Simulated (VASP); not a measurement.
# Se (R-3m) in VASP: a series of runs

The runs below take Se through relaxation of cell and atoms, with PBEsol.

All numbers are computed with VASP 6.6.1; they aren't measurements. Logs are shortened: lines on timing, memory, paths and dates and some standing lists are left out, and cuts for length are marked.

### Step 1. Starting point

Symmetry: R-3m, No. 166, trigonal system. Conventional cell: a = 3.850 Å, b = 3.850 Å, c = 2.645 Å, α = 90.00°, β = 90.00°, γ = 120.00°. Se (site symmetry -3m) is surrounded by 8 Se at 2.39 to 2.65 Å.

This isn't the form of Se at room conditions, which is trigonal, of chains.

### Step 2. Relaxation of cell and atoms, PBEsol, target pressure 125 GPa, at which the enthalpy is minimised

INCAR

```
SYSTEM = Se
  PREC = Accurate
  ENCUT = 520
  EDIFF = 1E-7
  ISMEAR = 0
  SIGMA = 0.1
  LREAL = .FALSE.
  LASPH = .TRUE.
  NELM = 60
  ALGO = Normal
  ISIF = 3
  LWAVE = .FALSE.
  LCHARG = .FALSE.
  GGA = PS
  IBRION = 2
  NSW = 80
  EDIFFG = -0.002
  PSTRESS = 1250.0
```

KPOINTS

```
regular mesh
0
G
  6 6 6
  0 0 0
```

POSCAR

```
Se
1.0
    1.9250000000      1.1113992700      0.8816666700
   -1.9250000000      1.1113992700      0.8816666700
    0.0000000000     -2.2227985400      0.8816666700
Se
1
Direct
    0.0000000000      0.0000000000      0.0000000000
```

Potentials or basis: VASP PAW PBE potentials, release 64 (Se).

Launch:

```sh
$ cat potpaw_PBE.64/Se/POTCAR > POTCAR
$ mpirun -np 1 vasp_std > vasp.out
```

OUTCAR:

```text
SYSTEM = Se
   PREC = Accurate
   ENCUT = 520
   EDIFF = 1E-7
   ISMEAR = 0
   LREAL = .FALSE.
   LASPH = .TRUE.
   NELM = 60
   ISIF = 3
   GGA = PS
   IBRION = 2
   NSW = 80
   EDIFFG = -0.002
   PSTRESS = 1250.0

 ion  position               nearest neighbor table
   1  0.000  0.000  0.000-

  LATTYP: Found a trigonal (rhomboedric) cell.
 ALAT       =     2.3912694232
 COS(alpha) =    -0.2960878580

  Lattice vectors:

 A1 = (   1.9250000000,   1.1113992700,   0.8816666700)
 A2 = (  -1.9250000000,   1.1113992700,   0.8816666700)
 A3 = (   0.0000000000,  -2.2227985400,   0.8816666700)

Analysis of symmetry for initial positions (statically):
=====================================================================
 Subroutine PRICEL returns:
 Original cell was already a primitive cell.

 Routine SETGRP: Setting up the symmetry group for a
 trigonal (rhombohedral) supercell.

 Subroutine GETGRP returns: Found 12 space group operations
 (whereof 12 operations were pure point group operations)
 out of a pool of 12 trial point group operations.

The static configuration has the point symmetry D_3d.

Analysis of symmetry for dynamics (positions and initial velocities):
=====================================================================
 Subroutine PRICEL returns:
 Original cell was already a primitive cell.

 Routine SETGRP: Setting up the symmetry group for a
 trigonal (rhombohedral) supercell.

 Subroutine GETGRP returns: Found 12 space group operations
 (whereof 12 operations were pure point group operations)
 out of a pool of 12 trial point group operations.

The dynamic configuration has the point symmetry D_3d.

 Subroutine INISYM returns: Found 12 space group operations
 (whereof 12 operations are pure point group operations),
 and found     1 'primitive' translations

----------------------------------------------------------------------------------------

                                     Primitive cell

  volume of cell :      11.3177

  direct lattice vectors                    reciprocal lattice vectors
     1.925000000  1.111399270  0.881666670     0.259740260  0.149961109  0.378071832
    -1.925000000  1.111399270  0.881666670    -0.259740260  0.149961109  0.378071832
     0.000000000 -2.222798540  0.881666670     0.000000000 -0.299922217  0.378071832

  length of vectors
     2.391269423  2.391269423  2.391269426     0.482588486  0.482588486  0.482588486

  position of ions in fractional coordinates (direct lattice)
     0.000000000  0.000000000  0.000000000

  ion indices of the primitive-cell ions
   primitive index   ion index
                 1           1

----------------------------------------------------------------------------------------

 KPOINTS: regular mesh

Automatic generation of k-mesh.
 Grid dimensions read from file:
 generate k-points for:    6    6    6

 Generating k-lattice:

  Cartesian coordinates                     Fractional coordinates (reciprocal lattice)
     0.043290043  0.024993518  0.063011972     0.166666667  0.000000000  0.000000000
    -0.043290043  0.024993518  0.063011972     0.000000000  0.166666667  0.000000000
     0.000000000 -0.049987036  0.063011972     0.000000000  0.000000000  0.166666667

  Length of vectors
     0.080431414  0.080431414  0.080431414

  Shift w.r.t. Gamma in fractional coordinates (k-lattice)
     0.000000000  0.000000000  0.000000000

 Subroutine IBZKPT returns following result:
 ===========================================

 Found     32 irreducible k-points:

 Following reciprocal coordinates:
            Coordinates               Weight
  0.000000  0.000000  0.000000      1.000000
  0.166667  0.000000 -0.000000      6.000000
  0.333333  0.000000 -0.000000      6.000000
  0.500000 -0.000000 -0.000000      3.000000
  0.166667  0.166667 -0.000000      6.000000
  0.333333  0.166667 -0.000000     12.000000
[... 16 lines left out ...]
  0.500000  0.500000  0.166667      6.000000
 -0.333333  0.500000  0.166667     12.000000
 [... further k-points ...]
   k-points           NKPTS =     32   k-points in BZ     NKDIM =     32   number of bands    NBANDS=      7
   number of dos      NEDOS =    301   number of ions     NIONS =      1
   total plane-waves  NPLWV =   5832
   dimension x,y,z NGX =    18 NGY =   18 NGZ =   18
   dimension x,y,z NGXF=    36 NGYF=   36 NGZF=   36
   ions per type =               1
   NGX,Y,Z   is equivalent  to a cutoff of  12.51, 12.51, 12.51 a.u.
   NGXF,Y,Z  is equivalent  to a cutoff of  25.03, 25.03, 25.03 a.u.
 SYSTEM =  Se
   PREC   = accura    normal or accurate (medium, high low for compatibility)
   ISTART =      0    job   : 0-new  1-cont  2-samecut
   ICHARG =      2    charge: 1-file 2-atom 10-const
   ISPIN  =      1    spin polarized calculation?
   LNONCOLLINEAR =      F non collinear calculations
   LSORBIT =      F    spin-orbit coupling
   LASPH  =      T    aspherical Exc in radial PAW
   ENCUT  =  520.0 eV  38.22 Ry    6.18 a.u.   4.45  4.45  4.45*2*pi/ulx,y,z
   NELM   =     60;   NELMIN=  2; NELMDL= -5     # of ELM steps
   EDIFF  = 0.1E-06   stopping-criterion for ELM
   LREAL  =      F    real-space projection
   EDIFFG = -.2E-02   stopping-criterion for IOM
   NSW    =     80    number of steps for IOM
   IBRION =      2    ionic relax: 0-MD 1-quasi-New 2-CG
   NFREE  =      1    steps in history (QN), initial steepest desc. (CG)
   ISIF   =      3    stress and relaxation
   ISYM   =      2    0-nonsym 1-usesym 2-fastsym
   POTIM  = 0.5000    time-step for ionic-motion
   TEBEG  =    0.0;   TEEND  =   0.0 temperature during run
   PSTRESS= 1250.0 pullay stress
   NELECT =       6.0000    total number of electrons
   NUPDOWN=      -1.0000    fix difference up-down
   EMIN   =  10.00;   EMAX   =-10.00  energy-range for DOS
   EFERMI =   0.00;   METHOD = LEGACY
   ISMEAR =     0;   SIGMA  =   0.10  broadening in eV -4-tet -1-fermi 0-gaus
   EFERMI_NEDOS =   21; number of points for ismear=-14 and -15
   IALGO  =     38    algorithm
   IMIX   =      4    mixing-type and parameters
     AMIX     =   0.40;   BMIX     =  1.00
     AMIX_MAG =   1.60;   BMIX_MAG =  1.00
  volume/ion in A,a.u.               =      11.32        76.38
  Fermi-wavevector in a.u.,A,eV,Ry     =   1.324971  2.503832 23.885687  1.755548
  Thomas-Fermi vector in A             =   2.454466
   LORBIT       =      0    0 simple, 1 ext, 2 COOP (PROOUT), +10 PAW based schemes
   GGA     = PS    functional components
   LHFCALC =     F    Hartree Fock is set to
   AEXX    =    0.0000 exact exchange contribution
   IVDW    =     0    specifies the selected vdW correction
   LEPSILON=     F    determine dielectric tensor
   LRPA    =     F    only Hartree local field effects (RPA)
 conjugate gradient relaxation of ions
 non-spin polarized calculation
 Gauss-broadening in eV      SIGMA  =   0.10
  energy-cutoff  :      520.00
  volume of cell :       11.32
 maximum number of plane-waves:       314
 NGX is ok and might be reduce to    18
   NGX =  9   NGY =  9   NGZ =  9

--------------------------------------- Ionic step        1  -------------------------------------------

 number of electron       6.0000000 magnetization

 Free energy of the ion-electron system (eV)
  ---------------------------------------------------
  ext. energy  EPLUGINS =         0.00000000
  ---------------------------------------------------
  free energy    TOTEN  =        -1.15028590 eV

  energy without entropy =       -1.14608400  energy(sigma->0) =       -1.14818495

------------------------ aborting loop because EDIFF is reached ----------------------------------------

  FORCE on cell =-STRESS in cart. coord.  units (eV):
  Direction    XX          YY          ZZ          XY          YZ          ZX
  --------------------------------------------------------------------------------------
  -------------------------------------------------------------------------------------
  Total       10.2867011     10.2867011     10.5675030      0.0000000      0.0000000      0.0000000
  in kB     1456.2307199   1456.2307247   1495.9822669      0.0000000      0.0000000      0.0000000
  external PRESSURE =     219.4812372 kB  Pullay stress =    1250.0000000 kB
[... 90 lines left out ...]
  FREE ENERGIE OF THE ION-ELECTRON SYSTEM (eV)
  ---------------------------------------------------
  free  energy   TOTEN  =        -1.5709306500 eV

  energy  without entropy=       -1.5658792570  energy(sigma->0) =       -1.56840495

  enthalpy is  TOTEN    =         7.6486208412 eV   P V=        9.2195514912

[... ionic steps 4 to 11 ...]

--------------------------------------- Ionic step       12  -------------------------------------------

 number of electron       5.9999998 magnetization

------------------------ aborting loop because EDIFF is reached ----------------------------------------

  FORCE on cell =-STRESS in cart. coord.  units (eV):
  Direction    XX          YY          ZZ          XY          YZ          ZX
  --------------------------------------------------------------------------------------
  -------------------------------------------------------------------------------------
  Total        9.2410453      9.2410454      9.3968937      0.0000000     -0.0000000      0.0000000
  in kB     1250.7845972   1250.7846152   1271.8788332      0.0000000     -0.0000000      0.0000000
  external PRESSURE =       7.8160152 kB  Pullay stress =    1250.0000000 kB
[... 59 lines left out ...]
  enthalpy is  TOTEN    =         7.6236948038 eV   P V=        9.2507252135

--------------------------------------- Ionic step       14  -------------------------------------------

 number of electron       5.9999997 magnetization

 Free energy of the ion-electron system (eV)
  ---------------------------------------------------
  ext. energy  EPLUGINS =         0.00000000
  ---------------------------------------------------
  free energy    TOTEN  =        -1.62680275 eV

  energy without entropy =       -1.62389241  energy(sigma->0) =       -1.62534758

 E-fermi :  13.9106     XC(G=0): -13.2645

 val. band max:       13.8833564934   @ k =  -0.1667   0.1667   0.1667
 cond. band min:      13.9378227291   @ k =   0.5000   0.3333   0.3333
 fundamental gap:      0.0544662357
 Fermi energy:        13.9105896158

 k-point     1 :       0.0000    0.0000    0.0000
  band No.  band energies     occupation
      1      -9.1357      2.00000
      2      18.3517      0.00000
      3      20.8677      0.00000
      4      20.8677      0.00000
      5      25.2271      0.00000
      6      25.2271      0.00000
      7      28.4419      0.00000
[... 221 lines left out ...]
 k-point    24 :      -0.3333    0.5000    0.1667
  band No.  band energies     occupation
      1      -0.4977      2.00000
      2       4.4511      2.00000
      3       7.8495      2.00000
      4      16.6070      0.00000
      5      22.0047      0.00000
      6      25.6323      0.00000
      7      28.1822      0.00000

 [... further k-points ...]
[... 5 lines left out ...]
  --------------------------------------------------------------------------------------
  -------------------------------------------------------------------------------------
  Total        9.2508127      9.2508128      9.2507475      0.0000000     -0.0000000     -0.0000000
  in kB     1250.0425821   1250.0425962   1250.0337816      0.0000000     -0.0000000     -0.0000000
  external PRESSURE =       0.0396533 kB  Pullay stress =    1250.0000000 kB
[... 16 lines left out ...]
  FREE ENERGIE OF THE ION-ELECTRON SYSTEM (eV)
  ---------------------------------------------------
  free  energy   TOTEN  =        -1.6268027522 eV

  energy  without entropy=       -1.6238924124  energy(sigma->0) =       -1.62534758

  enthalpy is  TOTEN    =         7.6236947876 eV   P V=        9.2504975399

 reached required accuracy - stopping structural energy minimisation
```

Wall time 12 s (1 thread of Intel Xeon 6975P-C (Granite Rapids), shared host); peak memory 0.11 GiB.

What came out:

* Free energy: -1.6268 eV
* Relaxed volume: 11.86 Å³/atom
* Relaxed cell: a = 2.403 Å, b = 2.403 Å, c = 2.403 Å, α = 106.01°, β = 106.01°, γ = 106.01°
* Space group after relaxing (to 0.05 Å): R-3m (No. 166)
* Energy change on relaxing (the enthalpy is what falls): -476.5 meV/atom
* Ionic steps: 14
* Pressure after relaxing: 125.0 GPa
* Band gap on the k mesh: none (metal or under the smearing width)

The path:
```
step  energy change (eV)  largest force (eV/Å)  pressure (GPa)  volume (Å³)
   1              0.0000                0.0000          146.95        11.32
   2             -1.6083                0.0000           55.00        14.05
   3             -0.4206                0.0000          122.98        11.82
   4             -0.3956                0.0000          124.40        11.78
   5             -0.5287                0.0000          121.37        11.93
   6             -0.6796                0.0000          116.76        12.19
   7             -0.5828                0.0000          119.18        12.00
   8             -0.5560                0.0000          120.30        11.96
   9             -0.1592                0.0000          144.08        11.49
  10             -0.4895                0.0000          124.34        11.87
  11             -0.4880                0.0000          124.41        11.87
  12             -0.4611                0.0000          125.78        11.84
  13             -0.4767                0.0000          124.99        11.86
  14             -0.4765                0.0000          125.00        11.86
```

Final structure:
```
CELL_PARAMETERS angstrom
1.91940 1.10817 0.92906
-1.91940 1.10817 0.92906
0.00000 -2.21634 0.92906
ATOMIC_POSITIONS crystal
Se 0.00000 0.00000 0.00000
```

Caveat: the k mesh is coarse (spacing up to 0.51 Å⁻¹), so the values aren't converged; the cell is relaxed towards a set pressure, so the enthalpy falls and the energy may rise; the PAW data sets were made with another functional, which shifts forces and pressure a little.

### Step 3. Relaxation of cell and atoms, PBEsol, target pressure 125 GPa, at which the enthalpy is minimised

This run uses another cell than the first one, of 11.86 Å³/atom, 1.048 times its volume.

INCAR is that of step 2.

KPOINTS is that of step 2.

POSCAR

```
Se                                      
1.0
    1.9194031371      1.1081679241      0.9290575893
   -1.9194031371      1.1081679241      0.9290575893
    0.0000000000     -2.2163358483      0.9290575893
  Se            
     1
Direct
     0.0000000000000000    0.0000000000000000    0.0000000000000000
```

Potentials or basis: VASP PAW PBE potentials, release 64 (Se).

Launch:

```sh
$ cat potpaw_PBE.64/Se/POTCAR > POTCAR
$ mpirun -np 1 vasp_std > vasp.out
```

It took 2.8 s on 1 thread of Intel Xeon 6975P-C (Granite Rapids), shared host; peak memory 0.11 GiB.

It converged, with:

* Free energy: -1.6273 eV
* Energy change on relaxing (the enthalpy is what falls): -0.4 meV/atom
* Ionic steps: 3
* Pressure after relaxing: 125.0 GPa
* Band gap on the k mesh: none (metal or under the smearing width)

Step by step:
| step | energy change (eV) | largest force (eV/Å) | pressure (GPa) | volume (Å³) |
| --- | --- | --- | --- | --- |
| 1 | 0.0000 | 0.0000 | 125.02 | 11.86 |
| 2 | -0.0015 | 0.0000 | 124.93 | 11.86 |
| 3 | -0.0004 | 0.0000 | 125.00 | 11.86 |

Final structure:
```
CELL_PARAMETERS angstrom
1.91941 1.10817 0.92908
-1.91941 1.10817 0.92908
0.00000 -2.21635 0.92908
ATOMIC_POSITIONS crystal
Se 0.00000 0.00000 0.00000
```

Levels at points of the mesh, in eV from the Fermi level:
```tsv
k point	band 1	band 2	band 3	band 4	band 5	band 6	band 7
(0.00, 0.00, 0.00)	-23.05	4.44	6.96	6.96	11.32	11.32	14.53
(0.50, 0.00, 0.00)	-16.52	-12.85	2.08	4.62	7.90	9.53	23.93
(0.50, 0.50, 0.00)	-13.87	-12.08	-2.58	3.63	5.22	10.40	19.85
(0.50, 0.50, 0.50)	-7.99	-6.82	-6.82	-4.20	0.87	0.87	21.32
```

Caveat: the k mesh is coarse (spacing up to 0.49 Å⁻¹), so the values aren't converged; the cell is relaxed towards a set pressure, so the enthalpy falls and the energy may rise; the PAW data sets were made with another functional, which shifts forces and pressure a little.

### Step 4. Relaxation of cell and atoms, PBEsol, target pressure 125 GPa, at which the enthalpy is minimised

This run uses another cell than the first one, of 11.86 Å³/atom, 1.048 times its volume.

INCAR is that of step 3.

KPOINTS is that of step 3.

POSCAR

```
Se                                      
1.0
    1.9194145509      1.1081745151      0.9290819224
   -1.9194145509      1.1081745151      0.9290819224
    0.0000000000     -2.2163490304      0.9290819224
  Se            
     1
Direct
     0.0000000000000000    0.0000000000000000    0.0000000000000000
```

Launch:

```sh
$ cat potpaw_PBE.64/Se/POTCAR > POTCAR
$ mpirun -np 1 vasp_std > vasp.out
```

Wall time 1.8 s (1 thread of Intel Xeon 6975P-C (Granite Rapids), shared host); peak memory 0.11 GiB.

The run converged. Its results:

```
Free energy             : -1.6273 eV
Pressure after relaxing : 125.0 GPa
Band gap on the k mesh  : none (metal or under the smearing width)
```

Final structure:
```
Se
1.0
     1.91941    1.10817    0.92908
    -1.91941    1.10817    0.92908
     0.00000   -2.21635    0.92908
Se
1
Direct
  0.00000 0.00000 0.00000
```

Levels at points of the mesh, in eV from the Fermi level:
| k point | band 1 | band 2 | band 3 | band 4 | band 5 | band 6 | band 7 |
| --- | --- | --- | --- | --- | --- | --- | --- |
| (0.00, 0.00, 0.00) | -23.05 | 4.44 | 6.96 | 6.96 | 11.32 | 11.32 | 14.53 |
| (0.50, 0.00, 0.00) | -16.52 | -12.85 | 2.08 | 4.62 | 7.90 | 9.53 | 23.93 |
| (0.50, 0.50, 0.00) | -13.87 | -12.08 | -2.58 | 3.63 | 5.22 | 10.40 | 19.85 |
| (0.50, 0.50, 0.50) | -7.99 | -6.82 | -6.82 | -4.20 | 0.87 | 0.87 | 21.32 |

Caveat: the k mesh is coarse (spacing up to 0.49 Å⁻¹), so the values aren't converged; the relaxation stopped at its first step, so nothing moved; the cell is relaxed towards a set pressure, so the enthalpy falls and the energy may rise; the PAW data sets were made with another functional, which shifts forces and pressure a little.
